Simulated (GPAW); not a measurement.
The system is Zn.

```
Zn
1.0
     2.67000    0.00000    0.00000
    -1.33500    2.31229    0.00000
     0.00000    0.00000    4.96600
Zn
2
Cartesian
  1.3350 0.7708 3.7245
  0.0000 1.5415 1.2415
```

- Program: GPAW 26.7.0
- Task: relaxation of cell and atoms
- Functional: PBEsol
- Dispersion: D3(BJ)
- Potentials or basis: PAW data sets generated in the run's folder for this functional
- Cutoff: 600 eV
- Basis: pw
- k mesh: 10 × 10 × 5
- Occupations: fermi-dirac, width 0.05 eV
- Spin: no spin polarisation

At the start: pressure -9.8 GPa; volume 15.33 Å³/atom.

Task: How do energy, volume and symmetry change on relaxing?

Result: Over 8 steps the energy falls by 61.7 meV/atom and the volume is 13.49 Å³/atom (-12.0 %); space group P6_3/mmc (No. 194, to 0.05 Å).

Step by step:
```tsv
step	energy change (eV)	largest force (eV/Å)	pressure (GPa)	volume (Å³)
1	0.0000	0.0000	-9.76	30.66
2	-0.0350	0.0000	-8.58	30.05
3	-0.1151	0.0000	2.51	26.56
4	-0.1209	0.0000	-0.51	27.26
5	-0.1215	0.0000	-0.24	27.18
6	-0.1232	0.0000	0.38	26.94
7	-0.1234	0.0000	0.22	26.95
8	-0.1234	0.0000	0.02	26.97
```

Final structure:
```
Zn
1.0
     2.57130    0.00000    0.00000
    -1.28565    2.22681    0.00000
     0.00000    0.00000    4.71063
Zn
2
Direct
  0.66667 0.33333 0.75000
  0.33333 0.66667 0.25000
```

Caveat: later steps reuse the first step's grids; pairwise dispersion overbinds metals, which lowers pressure and volume.
